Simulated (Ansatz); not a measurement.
Hf:

```xyz
2
Lattice="3.1967 0.0000 0.0000 -1.5983 2.7684 0.0000 0.0000 0.0000 5.0578" Properties=species:S:1:pos:R:3 pbc="T T T"
Hf    1.5984    0.9228    3.7934
Hf    0.0000    1.8456    1.2645
```

Base run:

| Property | Result |
| --- | --- |
| Program | Ansatz 0.2.0 |
| Functional | revPBE |
| Potentials or basis | all-electron LAPW, scalar-relativistic |
| Cutoff | 213 eV (chosen from the basis error) |
| Basis error allowed | 0.001 eV/atom |
| k mesh | 10 × 10 × 5 |
| Occupations | fermi-dirac, width 0.05 eV |
| Spin | no spin polarisation |

Its results: pressure 2.7 GPa.

Q: After a change of settings the same cell gave: pressure -3.9 GPa. Which change was it?
A. functional from revPBE to BLYP
B. functional from revPBE to RPBE
C. functional from revPBE to PBEsol
D. functional from revPBE to PBE

A: C.

PBEsol binds more tightly than revPBE, so the same cell stands under less pressure.
